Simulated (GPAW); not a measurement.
Wanted: an ASE script for a GPAW 26.7.0 run.

| Item | Value |
| --- | --- |
| Task | dielectric tensor |
| Functional | GLLB-SC |
| Potentials or basis | the program's PAW data sets (release 1.2.1) made for this functional |
| Cutoff | 400 eV |
| Basis | pw |
| k mesh | 6 × 6 × 6 |
| Occupations | fermi-dirac, width 0.05 eV |
| Spin | no spin polarisation |
| Response ecut | 150 eV |
| Maxiter | 50 |
| Response k mesh | 19 × 19 × 19 |
| Response bands | 49 |
| Kernels | ["RPA", "ALDA_X", "ALDA"] |
| Coarser k mesh | 14 × 14 × 14 |

The structure of InAs lies in InAs.cif:

```cif
data_InAs
_cell_length_a 6.03600000
_cell_length_b 6.03600000
_cell_length_c 6.03600000
_cell_angle_alpha 90.00000000
_cell_angle_beta 90.00000000
_cell_angle_gamma 90.00000000
_space_group_name_H-M_alt 'F-43m'
_space_group_name_Hall 'F -4 2 3'
_space_group_IT_number 216
loop_
_space_group_symop_operation_xyz
'x,y,z'
'y,-x,-z'
'-x,-y,z'
'-y,x,-z'
'x,-y,-z'
'y,x,z'
'-x,y,-z'
'-y,-x,z'
'z,x,y'
'-z,y,-x'
'z,-x,-y'
'-z,-y,x'
'-z,x,-y'
'z,y,x'
'-z,-x,y'
'z,-y,-x'
'y,z,x'
'-x,-z,y'
'-y,z,-x'
'x,-z,-y'
'-y,-z,x'
'x,z,y'
'y,-z,-x'
'-x,z,-y'
'x,y+1/2,z+1/2'
'y,-x+1/2,-z+1/2'
'-x,-y+1/2,z+1/2'
'-y,x+1/2,-z+1/2'
'x,-y+1/2,-z+1/2'
'y,x+1/2,z+1/2'
'-x,y+1/2,-z+1/2'
'-y,-x+1/2,z+1/2'
'z,x+1/2,y+1/2'
'-z,y+1/2,-x+1/2'
'z,-x+1/2,-y+1/2'
'-z,-y+1/2,x+1/2'
'-z,x+1/2,-y+1/2'
'z,y+1/2,x+1/2'
'-z,-x+1/2,y+1/2'
'z,-y+1/2,-x+1/2'
'y,z+1/2,x+1/2'
'-x,-z+1/2,y+1/2'
'-y,z+1/2,-x+1/2'
'x,-z+1/2,-y+1/2'
'-y,-z+1/2,x+1/2'
'x,z+1/2,y+1/2'
'y,-z+1/2,-x+1/2'
'-x,z+1/2,-y+1/2'
'x+1/2,y,z+1/2'
'y+1/2,-x,-z+1/2'
'-x+1/2,-y,z+1/2'
'-y+1/2,x,-z+1/2'
'x+1/2,-y,-z+1/2'
'y+1/2,x,z+1/2'
'-x+1/2,y,-z+1/2'
'-y+1/2,-x,z+1/2'
'z+1/2,x,y+1/2'
'-z+1/2,y,-x+1/2'
'z+1/2,-x,-y+1/2'
'-z+1/2,-y,x+1/2'
'-z+1/2,x,-y+1/2'
'z+1/2,y,x+1/2'
'-z+1/2,-x,y+1/2'
'z+1/2,-y,-x+1/2'
'y+1/2,z,x+1/2'
'-x+1/2,-z,y+1/2'
'-y+1/2,z,-x+1/2'
'x+1/2,-z,-y+1/2'
'-y+1/2,-z,x+1/2'
'x+1/2,z,y+1/2'
'y+1/2,-z,-x+1/2'
'-x+1/2,z,-y+1/2'
'x+1/2,y+1/2,z'
'y+1/2,-x+1/2,-z'
'-x+1/2,-y+1/2,z'
'-y+1/2,x+1/2,-z'
'x+1/2,-y+1/2,-z'
'y+1/2,x+1/2,z'
'-x+1/2,y+1/2,-z'
'-y+1/2,-x+1/2,z'
'z+1/2,x+1/2,y'
'-z+1/2,y+1/2,-x'
'z+1/2,-x+1/2,-y'
'-z+1/2,-y+1/2,x'
'-z+1/2,x+1/2,-y'
'z+1/2,y+1/2,x'
'-z+1/2,-x+1/2,y'
'z+1/2,-y+1/2,-x'
'y+1/2,z+1/2,x'
'-x+1/2,-z+1/2,y'
'-y+1/2,z+1/2,-x'
'x+1/2,-z+1/2,-y'
'-y+1/2,-z+1/2,x'
'x+1/2,z+1/2,y'
'y+1/2,-z+1/2,-x'
'-x+1/2,z+1/2,-y'
loop_
_atom_site_label
_atom_site_type_symbol
_atom_site_symmetry_multiplicity
_atom_site_Wyckoff_symbol
_atom_site_fract_x
_atom_site_fract_y
_atom_site_fract_z
_atom_site_occupancy
In1 In 4 a 0.0000000000 0.0000000000 0.0000000000 1
As1 As 4 c 0.2500000000 0.2500000000 0.2500000000 1
```

The input as run:

run.py

```python
import numpy as np
import spglib
from ase import Atoms
from ase.dft.bandgap import bandgap
from ase.io import read, write
from gpaw import GPAW, PW
from gpaw.response.df import DielectricFunction

atoms = read('InAs.cif')
cell, positions, numbers = spglib.find_primitive(
    (atoms.cell[:], atoms.get_scaled_positions(), atoms.numbers), symprec=1e-4)
atoms = Atoms(numbers, cell=cell, scaled_positions=positions, pbc=True)

calc = GPAW(mode=PW(400),
            xc='GLLBSC',
            kpts={'size': (6, 6, 6), 'gamma': True},
            occupations={'name': 'fermi-dirac', 'width': 0.05},
            nbands=18,
            convergence={'density': 1e-06},
            maxiter=50,
            txt='gpaw.txt')
atoms.calc = calc
energy = atoms.get_potential_energy()
calc.write('gs.gpw')
write('result.traj', atoms)
print('Fermi level:', round(calc.get_fermi_level(), 4), 'eV')
print(f'Gap: {bandgap(calc)[0]:.4f} eV, direct: {bandgap(calc, direct=True)[0]:.4f} eV')

for size in [(14, 14, 14), (19, 19, 19)]:
    name = 'x'.join(str(n) for n in size)
    dense = calc.fixed_density(kpts={'size': size, 'gamma': True},
                               nbands=55, convergence={'bands': 49},
                               update_fermi_level=True, txt=f'dense-{name}.txt')
    dense.write(f'{name}.gpw', mode='all')
    df = DielectricFunction(f'{name}.gpw', frequencies=np.array([0.0]), hilbert=False, eta=0.001,
                            ecut=150, nbands=49, intraband=False, txt=f'df-{name}.txt')
    for xc in ['RPA', 'ALDA_X', 'ALDA']:
        for direction in ['x', 'y', 'z', [0, 1, 1], [1, 0, 1], [1, 1, 0]]:
            e0, e = df.get_macroscopic_dielectric_constant(xc=xc, direction=direction)
            print(f'{name} {xc} {direction}: {e0:.4f} without, {e:.4f} with local fields')
```

Potentials or basis: the program's PAW data sets (release 1.2.1) made for this functional, pw.

Launch:

```sh
$ OMP_NUM_THREADS=1 python run.py
```

Results of the run:

The band gap on the k mesh, Kohn-Sham part alone is 0.12 eV, direct. The electronic dielectric tensor (diagonal) is 26.17.

Caveat: the dielectric constant isn't converged in the k mesh; the gap is small at this level, which inflates the dielectric constant; a model potential gives levels but no total energy; the long-wavelength limit can be off by a per cent or two; response on these states lacks terms of the Hamiltonian; spin-orbit coupling is left out, which moves the levels of the heavy elements; an odd mesh through Γ misses points on the zone boundary, where band edges often lie.

Wall time 9.3 min on 1 thread of Arm Neoverse V1, with other jobs on the host, peak memory 2.3 GiB.
